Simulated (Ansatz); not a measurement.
**Ga2O3 (C2/m): the host for defect calculations**

Before any defect goes in: Ga2O3 (C2/m) at rest, and how it screens a charge.

Method: plane-wave PAW DFT, r2SCAN; relaxation of the host's cell and atoms; PAW set soft_1, in the first sound run; inputs show where later runs differ, in Ansatz 0.2.0.

### Step 1. Set-up

The structure is monoclinic, space group C2/m (No. 12). Conventional cell: a = 12.280 Å, b = 3.048 Å, c = 5.817 Å, α = 90.00°, β = 103.76°, γ = 90.00°. Ga has 6 O at 1.94 to 2.08 Å nearest. Nearest to Ga lie 4 O at 1.84 to 1.87 Å. Nearest to O lie 3 Ga at 1.84 to 1.94 Å. Nearest to O lie 4 Ga at 1.87 to 2.08 Å. Nearest to O lie 3 Ga at 1.84 to 1.95 Å. Farther neighbours and most contacts between anions are not listed.

### Step 2. Host cell relaxation

Cell and atoms are relaxed together, until forces and stress fall under their thresholds.

The input, cell/input.yaml:

```yaml
crystal:
  lattice:
    - [6.1402367, -1.5237837, 0.0]
    - [6.1402367, 1.5237837, 0.0]
    - [-1.3841309, 0.0, 5.6503489]
  atoms:
    - { symbol: Ga, position: [0.3411617, 0.3411617, 0.68526966] }
    - { symbol: Ga, position: [0.6588383, 0.6588383, 0.31473034] }
    - { symbol: Ga, position: [0.9095256, 0.9095256, 0.205214] }
    - { symbol: Ga, position: [0.0904744, 0.0904744, 0.794786] }
    - { symbol: O, position: [0.50353087, 0.50353087, 0.74333591] }
    - { symbol: O, position: [0.49646913, 0.49646913, 0.25666409] }
    - { symbol: O, position: [0.82662894, 0.82662894, 0.43676984] }
    - { symbol: O, position: [0.17337106, 0.17337106, 0.56323016] }
    - { symbol: O, position: [0.16450498, 0.16450498, 0.10915408] }
    - { symbol: O, position: [0.83549502, 0.83549502, 0.89084592] }
basis:
  ecutwfc: 500
  xc_grid: 2
hamiltonian:
  xc: r2scan
  pseudopotentials: { kind: paw, azcp: { folder: soft_1 } }
kpoints:
  mp_grid: { grid: [9, 9, 5] }
scf:
  occupations: { method: fixed }
  max_iter: 100
relax:
  f_tol: 0.005
  max_steps: 60
  cell: {}
output:
  forces: true
  stress: true
checkpoint:
  write: "../cell.run"
  compress: false
  write_wavefunctions: false
  write_every: 100000
```

Launch:

```sh
$ ansatz run input.yaml --threads 32 --pin off --max-ram 56524MiB --backend cuda --events-out ev --progress --plain --runs-dir out --max-vram 78GiB
```

Numbers of over 12 decimals in the logs are rounded to 6 here.

The log of the run:

```text
[...]
Engine: ansatz 0.2.0, aarch64-unknown-linux-gnu
[...]
Pseudopotential: Ga, paw, valence charge 13, recommended cutoff 500 eV (meta_gga), soft_1/Ga.paw.azcp
Pseudopotential: O, paw, valence charge 6, recommended cutoff 500 eV (meta_gga), soft_1/O.paw.azcp
Functional definition: r2SCAN
[...]
Crystal: 10 atoms, lattice volume = 105.734 Å³
Basis set: ecut = 500 eV, 2681 PW (Γ), FFT grids on a1−a2, a2, a3, exchange–correlation on 48×96×90 points (8 copies of the dense FFT grid, shifted against one another)
Bands: 54, of which v1, the nominal top of the filled ones, is band 44 counted from 1 (43 counted from 0)
[...]
Space group: C2/m (ITA 12), of the structure as read, at distance tolerance 4.7e-5 Å
k-points: 115 of 405
[...]
Functional: x = r2scan, c = r2scan; τ floored in thin density (d = 2e-4 eV/Å³)
[...]
automatic band count: iteration 3 solves 52 bands in place of 54: the levels show a gap, and the empty bands left out lie too high to hold charge; the band table lists the bands solved (type scf.n_ext [...]
[...]
SCF 1 converged in 10 iterations: F = -18577.866842 eV  dr2 = 3.02e-8
[...]
relax step   1: F+E_penalty+E_count = -18577.86684250 eV  Δ(F+E_penalty+E_count) = +0.000e0 eV  max|allowed force component| = 7.423e-2 eV/Å  Δτ_max = 0.0000 Å  P = -1.543 GPa  Ω = 105.734 Å³  (10 SCF [...]
[...]
Crystal: 10 atoms, lattice volume = 105.302 Å³
[...]
SCF 2 converged in 5 iterations: F = -18577.870690 eV  dr2 = 3.55e-7
[...]
SCF 6 converged in 5 iterations: F = -18577.871086 eV  dr2 = 1.98e-11
[...]
SCF converged after 5 iterations
[...]
--- Forces (eV/Å), atoms counted from 1 ---
[...]
--- Stress (GPa, compression-positive) ---
        0.019844       0.000000      -0.001715
        0.000000       0.000265      -0.000000
       -0.001694      -0.000000      -0.008466
  P = ⅓ Tr σ = 0.0039 GPa (0.039 kbar)
--- Band table (eV; the first three rows and the last of 115) ---
[...]
--- Relaxed structure (5 steps of the walk, 5 accepted, 1 SCFs on fresh bases) ---
[...]
```

Run time: 6.7 s. Hardware: 1 × NVIDIA GB200 with 32 threads of Arm Neoverse V2, shared host; peak memory 0.98 GiB.

The steps of the relaxation:

```tsv
step	energy less that of the first step (eV)	largest force component (eV/Å)	pressure (GPa)	volume (Å³)
1	0.0000	0.0742	-1.54	105.73
2	-0.0038	0.0394	-0.66	105.30
3	-0.0049	0.0065	0.03	104.99
4	-0.0049	0.0116	-0.01	105.03
5	-0.0049	0.0021	0.00	105.01
6	-0.0042	0.0021	0.00	105.01
```

The log counts 1 steps on a newly chosen plane-wave basis, not all of them marked here; energy and pressure can jump at such steps.

```tsv
cell as run	before	after	change
a (Å)	6.326	6.312	-0.2 %
b (Å)	6.326	6.312	-0.2 %
c (Å)	5.817	5.808	-0.2 %
α (°)	103.35	103.39	+0.0 %
β (°)	103.35	103.39	+0.0 %
γ (°)	27.87	27.86	-0.1 %
volume (Å³/atom)	10.57	10.50	-0.7 %
```

This step gave:

```yaml
pressure: 0.003881 GPa
```

The relaxation ends with a largest force component of 0.0021 eV/Å and a pressure of 0.00 GPa.

### Step 3. Dielectric tensors of the host

The response to a uniform electric field gives the electronic dielectric tensor.

This step: plane-wave PAW DFPT, PBEsol; dielectric tensors, Born charges and zone-centre modes of the host; PAW set soft_1 (Ansatz 0.2.0).

The input, eps/input.yaml:

```yaml
crystal:
  lattice:
    - [6.1265954155, -1.5194804787, -0.0026150466]
    - [6.1265954155, 1.5194804787, -0.0026150466]
    - [-1.3834622942, 0.0, 5.6409524212]
  atoms:
    - { symbol: Ga, position: [0.3412914738, 0.3412914738, 0.6855455686] }
    - { symbol: Ga, position: [0.6587085262, 0.6587085262, 0.3144544314] }
    - { symbol: Ga, position: [0.9094760976, 0.9094760976, 0.2051927019] }
    - { symbol: Ga, position: [0.0905239024, 0.0905239024, 0.7948072981] }
    - { symbol: O, position: [0.5037459962, 0.5037459962, 0.7438036944] }
    - { symbol: O, position: [0.4962540038, 0.4962540038, 0.2561963056] }
    - { symbol: O, position: [0.8266685284, 0.8266685284, 0.4364762482] }
    - { symbol: O, position: [0.1733314716, 0.1733314716, 0.5635237518] }
    - { symbol: O, position: [0.1641900411, 0.1641900411, 0.1091184621] }
    - { symbol: O, position: [0.8358099589, 0.8358099589, 0.8908815379] }
basis:
  ecutwfc: 420
hamiltonian:
  xc: pbesol
  pseudopotentials: { kind: paw, azcp: { folder: soft_1 }, xc_functional: pbe }
kpoints:
  mp_grid: { grid: [8, 8, 4] }
scf:
  occupations: { method: fixed }
  max_iter: 100
phonons:
  method: dfpt
  dielectric: true
  rigid_motions: translations
```

The log of the run:

```text
[...]
Crystal: 10 atoms, lattice volume = 105.015 Å³
Basis set: ecut = 420 eV, 2041 PW (Γ), exchange–correlation on 90×90×80 points (8 copies of the dense FFT grid, shifted against one another)
Bands: 54, of which v1, the nominal top of the filled ones, is band 44 counted from 1 (43 counted from 0)
[...]
k-points: 132 of 256 (irreducible under 1 space group operation, time reversal used)
[...]
SCF iter   1: F=—  HF=-18344.102295 eV  |F-HF|=—  |Δ(HF+E_count)|=         —  Δρ=1.17e-1  dr2=6.51e0  ethr=3.10e-3  ⟨swp⟩=4.0  Hψ=20836  notcnv=0  defer=827
[...]
SCF iter   2: F=—  HF=-18342.454121 eV  |F-HF|=—  |Δ(HF+E_count)|=    1.65e0  Δρ=5.26e-2  dr2=1.37e0  ethr=3.10e-3  ⟨swp⟩=2.0  Hψ=13822  notcnv=0  defer=830
[...]
SCF iter  13: F=-18341.862711 eV  HF=-18341.862711 eV  |F-HF|=1.46e-11  |Δ(HF+E_count)|=  3.64e-12  Δρ=1.65e-7  dr2=2.70e-11  ethr=1.00e-12  ⟨swp⟩=12.6  Hψ=44763  notcnv=0
SCF 1 converged in 13 iterations: F = -18341.862711 eV  dr2 = 2.70e-11
[...]
SCF 1 converged in 6 iterations: F = -18341.686074 eV  dr2 = 7.12e-9
[...]
SCF converged after 13 iterations
[...]
```

It took 28 s on 1 × NVIDIA GB200 with 32 threads; peak memory 5.5 GiB; 4.7 min of CPU time.

Electronic dielectric tensor:

```
4.07 0.00 0.00
0.00 4.18 0.00
0.00 0.00 4.18
```

Static dielectric tensor:

```
11.02  0.00 -0.83
 0.00 10.83  0.00
-0.83  0.00 13.62
```

The principal values of the electronic dielectric tensor are 4.07, 4.18 and 4.18. The principal values of the static dielectric tensor are 10.77, 10.83 and 13.87.

### Step 4. Primitive cell on a dense mesh

A dense mesh gives the host's converged energy, against which the supercell's sampling is tested.

This step: plane-wave PAW DFT, r2SCAN; single point of the host's primitive cell on a dense mesh; PAW set soft_1 (Ansatz 0.2.0).

dense/input.yaml, as its differences from eps/input.yaml of step 3:

```diff
@@ -17,14 +17,11 @@
 basis:
-  ecutwfc: 420
+  ecutwfc: 500
+  xc_grid: 2
 hamiltonian:
-  xc: pbesol
-  pseudopotentials: { kind: paw, azcp: { folder: soft_1 }, xc_functional: pbe }
+  xc: r2scan
+  pseudopotentials: { kind: paw, azcp: { folder: soft_1 } }
 kpoints:
-  mp_grid: { grid: [8, 8, 4] }
+  mp_grid: { grid: [9, 9, 5] }
 scf:
-  occupations: { method: fixed }
-  max_iter: 100
-phonons:
-  method: dfpt
-  dielectric: true
-  rigid_motions: translations
+  occupations: { method: fermi_dirac, width: 0.01 }
+  max_iter: 80
```

The log of the run:

```text
[...]
Crystal: 10 atoms, lattice volume = 105.015 Å³
Basis set: ecut = 500 eV, 2667 PW (Γ), FFT grids on a1−a2, a2, a3, exchange–correlation on 48×96×90 points (8 copies of the dense FFT grid, shifted against one another)
Bands: 54, of which v1, the nominal top of the filled ones, is band 44 counted from 1 (43 counted from 0)
[...]
k-points: 115 of 405
[...]
SCF iter   2: F=—  HF=-18578.216291 eV  |F-HF|=—  |Δ(HF+E_count)|=    1.74e0  Δρ=6.09e-2  dr2=1.81e0  dr2_τ=6.76e-2  ethr=3.10e-3  ⟨swp⟩=2.0  Hψ=12894  notcnv=0  defer=488
[...]
SCF iter   9: F=—  HF=-18577.871086 eV  |F-HF|=—  |Δ(HF+E_count)|=   1.10e-8  Δρ=1.21e-5  dr2=1.10e-7  dr2_τ=9.15e-9  ethr=3.14e-9  ⟨swp⟩=2.0  Hψ=10735  notcnv=0  defer=258
SCF iter  10: F=-18577.871086 eV  HF=-18577.871086 eV  |F-HF|=5.72e-8  |Δ(HF+E_count)|=   2.53e-8  Δρ=6.67e-6  dr2=3.18e-8  dr2_τ=2.62e-9  ethr=1.19e-10  ⟨swp⟩=3.0  Hψ=14394  notcnv=0
SCF 1 converged in 10 iterations: F = -18577.871086 eV  dr2 = 3.18e-8
[...]
SCF converged after 10 iterations
Free energy (F): -18577.871086 eV
[...]
Fermi energy:    9.184432 eV
[...]
```

Run time: 2.4 s. Hardware: 1 × NVIDIA GB200 with 32 threads; peak memory 0.97 GiB.

### Step 5. Self-consistent run

This step: plane-wave PAW DFT, r2SCAN; single point of the defect-free supercell, a test of its k-points; PAW set soft_1 (Ansatz 0.2.0).

System of this step: Ga2O3 (C2/m). The cell holds 120 atoms: 48 Ga and 72 O. Cell: a = 12.253 Å, b = 9.117 Å, c = 11.616 Å, α = 90.0°, β = 103.8°, γ = 90.0°.

The input, pristine.sampling/input.yaml:

```yaml
crystal:
  lattice:
    - [12.2531908311, 0.0, -0.0052300931]
    - [0.0, 9.1168828725, 0.0]
    - [-2.7669245884, 0.0, 11.2819048424]
  atoms:
    - { symbol: Ga, position: [0.3412914738, 0.0, 0.3427727843] }
    - { symbol: Ga, position: [0.8412914738, 0.1666666667, 0.3427727843] }
    - { symbol: Ga, position: [0.1587085262, 0.1666666667, 0.1572272157] }
    - { symbol: Ga, position: [0.6587085262, 0.0, 0.1572272157] }
    - { symbol: Ga, position: [0.4094760976, 0.1666666667, 0.102596351] }
    - { symbol: Ga, position: [0.9094760976, 0.0, 0.102596351] }
    - { symbol: Ga, position: [0.0905239024, 0.0, 0.397403649] }
    - { symbol: Ga, position: [0.5905239024, 0.1666666667, 0.397403649] }
    - { symbol: O, position: [0.0037459962, 0.1666666667, 0.3719018472] }
    - { symbol: O, position: [0.5037459962, 0.0, 0.3719018472] }
    - { symbol: O, position: [0.4962540038, 0.0, 0.1280981528] }
    - { symbol: O, position: [0.9962540038, 0.1666666667, 0.1280981528] }
    - { symbol: O, position: [0.3266685284, 0.1666666667, 0.2182381241] }
    - { symbol: O, position: [0.8266685284, 0.0, 0.2182381241] }
    - { symbol: O, position: [0.1733314716, 0.0, 0.2817618759] }
    - { symbol: O, position: [0.6733314716, 0.1666666667, 0.2817618759] }
    - { symbol: O, position: [0.1641900411, 0.0, 0.054559231] }
    - { symbol: O, position: [0.6641900411, 0.1666666667, 0.054559231] }
    - { symbol: O, position: [0.3358099589, 0.1666666667, 0.445440769] }
    - { symbol: O, position: [0.8358099589, 0.0, 0.445440769] }
    - { symbol: Ga, position: [0.3412914738, 0.0, 0.8427727843] }
    - { symbol: Ga, position: [0.8412914738, 0.1666666667, 0.8427727843] }
    - { symbol: Ga, position: [0.1587085262, 0.1666666667, 0.6572272157] }
    - { symbol: Ga, position: [0.6587085262, 0.0, 0.6572272157] }
    - { symbol: Ga, position: [0.4094760976, 0.1666666667, 0.602596351] }
    - { symbol: Ga, position: [0.9094760976, 0.0, 0.602596351] }
    - { symbol: Ga, position: [0.0905239024, 0.0, 0.897403649] }
    - { symbol: Ga, position: [0.5905239024, 0.1666666667, 0.897403649] }
    - { symbol: O, position: [0.0037459962, 0.1666666667, 0.8719018472] }
    - { symbol: O, position: [0.5037459962, 0.0, 0.8719018472] }
[... 84 atom lines left out ...]
    - { symbol: O, position: [0.1733314716, 0.6666666667, 0.7817618759] }
    - { symbol: O, position: [0.6733314716, 0.8333333333, 0.7817618759] }
    - { symbol: O, position: [0.1641900411, 0.6666666667, 0.554559231] }
    - { symbol: O, position: [0.6641900411, 0.8333333333, 0.554559231] }
    - { symbol: O, position: [0.3358099589, 0.8333333333, 0.945440769] }
    - { symbol: O, position: [0.8358099589, 0.6666666667, 0.945440769] }
basis:
  ecutwfc: 500
  xc_grid: 2
hamiltonian:
  xc: r2scan
  pseudopotentials: { kind: paw, azcp: { folder: soft_1 } }
kpoints:
  mp_grid: { grid: [1, 1, 1], shift: [0.25, 0.25, 0.25] }
scf:
  occupations: { method: fermi_dirac, width: 0.01 }
  max_iter: 80
```

The log of the run:

```text
[...]
Crystal: 120 atoms, lattice volume = 1260.180 Å³
Basis set: ecut = 500 eV, 32007 PW (Γ), exchange–correlation on 180×144×180 points (8 copies of the dense FFT grid, shifted against one another)
Bands: 648, of which v1, the nominal top of the filled ones, is band 528 counted from 1 (527 counted from 0)
[...]
k-points: 1
[...]
SCF iter   2: F=—  HF=-222938.623999 eV  |F-HF|=—  |Δ(HF+E_count)|=    2.09e1  Δρ=6.09e-2  dr2=2.17e1  dr2_τ=8.07e-1  ethr=3.10e-3  ⟨swp⟩=2.0  Hψ=1271  notcnv=0  defer=116
[...]
SCF iter   9: F=—  HF=-222934.473107 eV  |F-HF|=—  |Δ(HF+E_count)|=   4.10e-7  Δρ=1.22e-5  dr2=1.36e-6  dr2_τ=1.10e-7  ethr=3.13e-9  ⟨swp⟩=2.0  Hψ=1060  notcnv=0  defer=80
SCF iter  10: F=-222934.473107 eV  HF=-222934.473108 eV  |F-HF|=5.93e-7  |Δ(HF+E_count)|=   2.77e-7  Δρ=6.37e-6  dr2=3.57e-7  dr2_τ=2.98e-8  ethr=9.47e-11  ⟨swp⟩=3.0  Hψ=1522  notcnv=0
SCF 1 converged in 10 iterations: F = -222934.473107 eV  dr2 = 3.57e-7
[...]
SCF converged after 10 iterations
Free energy (F): -222934.473107 eV
[...]
Fermi energy:    9.592179 eV
[...]
```

Elapsed: 1.4 s, on 1 × NVIDIA GB200 with 32 threads; peak memory 1.4 GiB.

This step gave:

```
energy over dense mesh : -1.67e-4 eV/atom
```

### Step 6. Defect free supercell relaxed from its symmetric sites

This cell, the one that will hold the defects, is built from the relaxed host. Its coarser k-points can move the atoms a little, so it is relaxed from the symmetric sites, as the reference for the test of stability.

This step: plane-wave PAW DFT, r2SCAN; relaxation of the defect-free supercell from its symmetric sites; PAW set soft_1 (Ansatz 0.2.0).

pristine.symmetric/input.yaml, as its differences from pristine.sampling/input.yaml of step 5:

```diff
@@ -54 +54,12 @@
   max_iter: 80
+output:
+  forces: true
+relax:
+  f_tol: 0.01
+  max_steps: 60
+  escape_saddle: false
+checkpoint:
+  write: "../pristine.symmetric.run"
+  compress: false
+  write_wavefunctions: false
+  write_every: 100000
```

The log of the run:

```text
[...]
Crystal: 120 atoms, lattice volume = 1260.180 Å³
Basis set: ecut = 500 eV, 32007 PW (Γ), exchange–correlation on 180×144×180 points (8 copies of the dense FFT grid, shifted against one another)
Bands: 648, of which v1, the nominal top of the filled ones, is band 528 counted from 1 (527 counted from 0)
[...]
k-points: 1
[...]
SCF iter   9: F=-222934.473107 eV  HF=-222934.473107 eV  |F-HF|=5.20e-7  |Δ(HF+E_count)|=   4.43e-7  Δρ=1.22e-5  dr2=1.37e-6  dr2_τ=1.10e-7  ethr=2.37e-10  ⟨swp⟩=2.0  Hψ=2201  notcnv=0
SCF 1 converged in 9 iterations: F = -222934.473107 eV  dr2 = 1.37e-6
[...]
relax step   1: F+E_penalty+E_count = -222934.47310678 eV  Δ(F+E_penalty+E_count) = +0.000e0 eV  max|allowed force component| = 1.736e-3 eV/Å  Δτ_max = 0.0000 Å  (9 SCF iters, dr2 threshold 2.50e-6 eV [...]
[...]
SCF iter   1: F=—  HF=-222934.473107 eV  |F-HF|=—  |Δ(HF+E_count)|=         —  Δρ=1.22e-5  dr2=1.37e-6  dr2_τ=1.09e-7  ethr=1.29e-10  ⟨swp⟩=1.0  Hψ=1554  notcnv=0  defer=80
[...]
relax step   2: F+E_penalty+E_count = -222934.47310732 eV  Δ(F+E_penalty+E_count) = -5.355e-7 eV  max|allowed force component| = 1.666e-3 eV/Å  Δτ_max = 0.0000 Å  (4 SCF iters, accepted)
[...]
SCF 3 converged in 2 iterations: F = -222934.473107 eV  dr2 = 1.22e-9
SCF converged after 2 iterations
[...]
```

Run time: 2.4 s. Hardware: 1 × NVIDIA GB200 with 32 threads; peak memory 1.5 GiB; 7.2 s of CPU time.

Hardly anything moved in the relaxation; the energy changed by under 0.2 meV an atom.

### Step 7. Defect free supercell relaxed from displaced atoms

This step: plane-wave PAW DFT, r2SCAN; relaxation of the defect-free supercell from random displacements, a test of the host's stability; PAW set soft_1 (Ansatz 0.2.0).

pristine.rattled/input.yaml, as its differences from pristine.symmetric/input.yaml of step 6:

```diff
@@ -58,6 +58,6 @@
   f_tol: 0.01
-  max_steps: 60
-  escape_saddle: false
+  max_steps: 120
+  random_displacement: { amplitude: 0.08, seed: 686 }
 checkpoint:
-  write: "../pristine.symmetric.run"
+  write: "../pristine.rattled.run"
   compress: false
```

The log of the run:

```text
[...]
Crystal: 120 atoms, lattice volume = 1260.180 Å³
Basis set: ecut = 500 eV, 32007 PW (Γ), exchange–correlation on 180×144×180 points (8 copies of the dense FFT grid, shifted against one another)
Bands: 648, of which v1, the nominal top of the filled ones, is band 528 counted from 1 (527 counted from 0)
[...]
k-points: 1
[...]
SCF 1 converged in 9 iterations: F = -222927.619563 eV  dr2 = 1.85e-6
[...]
relax step   1: F+E_penalty+E_count = -222927.61956274 eV  Δ(F+E_penalty+E_count) = +0.000e0 eV  max|allowed force component| = 3.906e0 eV/Å  Δτ_max = 0.0000 Å  (9 SCF iters, dr2 threshold 2.50e-6 eV, [...]
[...]
relax step   6: F+E_penalty+E_count = -222934.47310369 eV  Δ(F+E_penalty+E_count) = -6.307e-8 eV  max|allowed force component| = 1.922e-3 eV/Å  Δτ_max = 0.0000 Å  (2 SCF iters, accepted)
[...]
SCF 7 converged in 2 iterations: F = -222934.473104 eV  dr2 = 1.70e-8
SCF converged after 2 iterations
[...]
```

Wall time 5.9 s (1 × NVIDIA GB200 with 32 threads); peak memory 1.6 GiB; 19 s of CPU time.

Relaxation path:

```tsv
step	energy less that of the first step (eV)	largest force component (eV/Å)
1	0.0000	3.9063
2	-4.8424	1.9826
3	-6.8499	0.0556
4	-6.8499	0.0554
5	-6.8535	0.0019
6	-6.8535	0.0019
```

The relaxation ends 57 meV an atom lower than the displaced start, with a largest force component of 0.0019 eV/Å.

### Step 8. Results

| Item | Value |
| --- | --- |
| primitive cell vectors, lengths | 6.312, 6.312, 5.808 Å |
| electronic dielectric constant | principal values (4.07, 4.18, 4.18) |
| static dielectric constant | principal values (10.77, 10.83, 13.87) |
| gap on the k-mesh of the response run (PBEsol) | 2.29 eV |
| supercell relaxed in its symmetry less the displaced and relaxed one | 0.000 eV |
| energy an atom at one point at (¼, ¼, ¼) less that on the dense mesh | 0.000 eV |

What this shows: Step 7: The energy fell by 6.854 eV from the randomly displaced start; the atoms end within 0.005 Å of the sites as typed, once the mean shift is taken out. The displaced cell ends within 0.01 eV of the symmetric one relaxed in its symmetry, so no lower structure shows in this supercell. The k-mesh can miss the band edges, so this gap is an upper bound at this level. All at zero temperature.

[Logs are printed without paths, hosts, clocks, repeated set-up lines and the standing remarks that a program may print on its own settings, such as how far it seeks lower states.]

[Hosts, paths, dates, database ids (printed as entryN), source tags and the programs' standing remarks are cut or masked in the printed files.]

[Runs of the host that timed out are not shown.]

[For some hosts the program warned that the k-mesh of the response run may be too coarse for force constants and the static dielectric constant; such warnings are not always shown.]

[The program warned that the k-mesh of a response run behind this text may be too coarse: force constants, and the static dielectric constant and all else formed from them, are not shown converged.]
